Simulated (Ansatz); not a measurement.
SiC: do energies and stresses tell the same story?

Method: DFT PBE, scalar-relativistic, plane waves, PAW (Ansatz 0.2.0).

Settings: cutoff 420 eV, Γ-centred mesh 10×10×10 on the computed 2-atom cell, Gaussian smearing of 0.02 eV; no spin polarisation.

Relaxed cell: F-43m, a = 4.380 Å, b = 4.380 Å, c = 4.380 Å, α = 90.00°, β = 90.00°, γ = 90.00°, 2 atoms in the primitive cell.

Energies at zero smearing and pressures from the stress tensor, at volumes with shape and atoms relaxed:
```csv
V (Å³/atom),E − E(first) (meV/atom),P (GPa)
9.871,0.00,14.85
10.187,-21.16,6.88
10.502,-27.78,0.00
10.817,-21.81,-5.93
11.132,-4.98,-11.04
```

**Question.** Check P = −dE/dV between neighbouring volumes, and get the bulk modulus from the pressures alone.

**Answer.** With 1 eV/Å³ = 160.2 GPa:
| middle V (Å³/atom) | −ΔE/ΔV (GPa) | mean P (GPa) |
| --- | --- | --- |
| 10.029 | 10.763 | 10.863 |
| 10.344 | 3.366 | 3.439 |
| 10.659 | -3.038 | -2.964 |
| 10.974 | -8.560 | -8.485 |

The two differ by 0.10 GPa at most. The mean of two end pressures misses the average over a step by about ΔV² P″/12, up to 0.10 GPa here; with that taken off 0.01 GPa remains. Around V = 10.502 Å³/atom, the two neighbours give B = −V ΔP/ΔV = 10.502 × 12.81 / 0.630 = 213.4 GPa, against B0 = 212.7 GPa from the Birch–Murnaghan fit of the energies.